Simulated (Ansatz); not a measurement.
Runs of Ansatz 0.2.0 on AlFe. Symmetry: Pm-3m, No. 221, cubic system. Conventional cell: a = 2.910 Å, b = 2.910 Å, c = 2.910 Å, α = 90.00°, β = 90.00°, γ = 90.00°. Around Fe (site symmetry m-3m) lie 8 Al at 2.52 Å. Around Al (site symmetry m-3m) lie 8 Fe at 2.52 Å. 

```csv
task,level,cell,k mesh,points for each segment of the path,mesh quality,gap on the mesh (eV),pressure (GPa),moment (μB),relaxed volume (Å³/atom)
relaxation of cell and atoms,BLYP+D4,relaxed,9 × 9 × 9,-,not flagged,-,0.0,(a),11.45
relaxation of cell and atoms,BLYP+D3(BJ),relaxed,9 × 9 × 9,-,not flagged,none,0.0,0.52,11.27
band structure,HSE06,as given,5 × 5 × 5,4,coarse,none,-11.4,(c),-
relaxation of cell and atoms,B3LYP,relaxed,5 × 5 × 5,-,coarse,none,0.0,(b),11.73
```

Alike in all rows: potentials or basis Ansatz PAW; spin collinear, ferromagnetic start; cutoff (eV) 420; smearing fermi-dirac 0.05 eV.

Problem. Estimate the missing entries.

Solution. (a) 0.53; (b) 0.87; (c) 0.96.

Caveats: some runs use coarse meshes; the PAW data sets come from PBE, with cores solved anew for the run's functional, which leaves a small shift of forces and pressure; the plane-wave basis is chosen anew once the cell has moved, so the energies of steps on either side of that aren't comparable (some runs); the magnetic or orbital state may not be the lowest (some runs); pairwise dispersion overbinds metals, which lowers pressure and volume (some runs); the thresholds are loose for stress (some runs).

A gap of «none» marks a metal or a gap under the smearing width.

Runs at the PBE level aren't shown here.
